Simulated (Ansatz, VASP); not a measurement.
**PbS2: VASP beside Ansatz**

The input POSCAR:

```
PbS2
1.0
    0.0000000000      3.3652050266      3.3652050266
    3.3652050266      0.0000000000      3.3652050266
    3.3652050266      3.3652050266      0.0000000000
Pb S
1 2
Direct
    0.0000000000      0.0000000000      0.0000000000
    0.2500000000      0.2500000000      0.2500000000
    0.7500000000      0.7500000000      0.7500000000
```

Contents of INCAR.step1:

```
SYSTEM = PbS2
PREC     = Accurate       ! precision mode
ENCUT    = 520            ! plane-wave cutoff, eV
EDIFF    = 1E-5           ! SCF threshold, eV
ISMEAR   = -1             ! smearing method
SIGMA    = 0.02           ! smearing width, eV
LREAL    = .False.        ! projectors in reciprocal space
LASPH    = .True.         ! aspherical terms in the spheres
NELM     = 100            ! most SCF steps
ALGO     = Normal         ! electronic algorithm
ISIF     = 2              ! what is computed and relaxed
LWAVE    = .True.         ! write WAVECAR
LCHARG   = .False.        ! write CHGCAR
NBANDS   = 20             ! bands
GGA      = PE             ! functional
```

Contents of INCAR.step2:

```
SYSTEM = PbS2
PREC     = Accurate       ! precision mode
ENCUT    = 520            ! plane-wave cutoff, eV
EDIFF    = 1E-7           ! SCF threshold, eV
ISMEAR   = -1             ! smearing method
SIGMA    = 0.02           ! smearing width, eV
LREAL    = .False.        ! projectors in reciprocal space
LASPH    = .True.         ! aspherical terms in the spheres
NELM     = 100            ! most SCF steps
ALGO     = Normal         ! electronic algorithm
ISIF     = 2              ! what is computed and relaxed
LWAVE    = .False.        ! write WAVECAR
LCHARG   = .False.        ! write CHGCAR
GGA      = PE             ! functional
LHFCALC  = .True.         ! exact exchange
HFSCREEN = 0.2079         ! screening, 1/A
PRECFOCK = Normal       
NBANDS   = 20             ! bands
ISTART   = 1
```

KPOINTS

```
Automatic mesh
0
Gamma
  4 4 4
  0 0 0
```

Input for Ansatz:

```yaml
crystal:
  lattice:
    - [0.0, 3.3652050266, 3.3652050266]
    - [3.3652050266, 0.0, 3.3652050266]
    - [3.3652050266, 3.3652050266, 0.0]
  atoms:
    - { symbol: Pb, position: [0.0, 0.0, 0.0] }
    - { symbol: S, position: [0.25, 0.25, 0.25] }
    - { symbol: S, position: [0.75, 0.75, 0.75] }
kpoints:
  mp_grid: { grid: [4, 4, 4] }
hamiltonian:
  xc: hse06
scf:
  occupations: { method: fermi_dirac, width: 0.02 }
  n_extra_bands: 4
output:
  forces: true
  stress: true
  eigenvalues: true
  write_density: true
  write_potential: true
  elf: true
  volumetric_format: npy
```

The cell was built by a generator and needn't be a form met in nature.

Alike in both runs: task single point; functional HSE06; k mesh 4 × 4 × 4; occupations fermi-dirac, width 0.02 eV; no spin polarisation.

|  | VASP | Ansatz |
| --- | --- | --- |
| version | VASP 6.6.1 | Ansatz 0.2.0 |
| potentials or method | VASP PAW PBE potentials, release 64 (Pb_d, S) | plane waves, PAW |
| plane-wave cutoff (eV) | 520 | 420 |
| valence electrons in the cell | 26 | 26 |

```tsv
	VASP	Ansatz	Ansatz less VASP
pressure (GPa)	-2.2	-2.2	+0.08
```

The functional is the same, so the differences come from potentials, cutoffs and numerics. Ansatz warned: «filled_band_counts_differ_across_k_points».

Caveats: the k mesh is coarse (spacing up to 0.40 Å⁻¹), so the values aren't converged, least of all with exact exchange; the PAW data sets were made with another functional, which shifts forces and pressure a little (VASP). Spin-orbit coupling is left out, which matters for the levels of Pb.
